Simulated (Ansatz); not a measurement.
**TiSi$_{2}$: what symmetry allows forces and stress to be**

```
Ti Si
1.0
    -1.47287    1.71213    4.21208
     1.47287   -1.71213    4.21208
     1.47287    1.71213   -4.21208
Ti Si
1 2
Direct
  0.01781 0.01781 0.00000
  0.32992 0.32992 0.00000
  0.67008 0.67008 0.00000
```

Theory: DFT PBE, scalar-relativistic, plane waves, PAW (Ansatz 0.2.0).

Plane waves to 420 eV, a k mesh through Γ of 16×16×16 on the computed 3-atom cell and Gaussian smearing (0.10 eV); no spin polarisation.

This distorted cell has space group Imm2, with 4 operations.

Without a calculation: in which directions can each atom feel a force?

A force must be left unchanged by every operation that keeps its atom in place, so it lies in the space that those operations leave fixed. Atoms that the group maps onto each other feel forces of one size.
```csv
atom,site symmetry,operations at the site,equivalent to atom,allowed force (Cartesian)
Ti1,mm2,4,1,"along (0.00, 0.00, 1.00)"
Si2,mm2,4,2,"along (0.00, 0.00, 1.00)"
Si3,mm2,4,3,"along (0.00, 0.00, 1.00)"
```

That leaves 3 independent force components of 9, tied by 1 condition that the forces sum to zero, so 2 remain. A relaxation in this cell that keeps the symmetry moves the atoms in these directions alone.

And the stress tensor?

It must be invariant under the point group, which leaves 3 independent components: yz, xz, xy vanish.

Do the computed values obey this?

Yes. Forces (eV/Å):
```
Ti1  0.000  0.000 -1.349
Si2  0.000  0.000  0.749
Si3  0.000  0.000  0.601
```

Stress (GPa, compression positive, xx yy zz yz xz xy): 1.96 0.95 1.81 0.00 0.00 0.00. The program imposes the same operations on density, forces and stress, so this confirms the analysis and is no independent test of the calculation.

This form isn't the usual stable structure of the compound.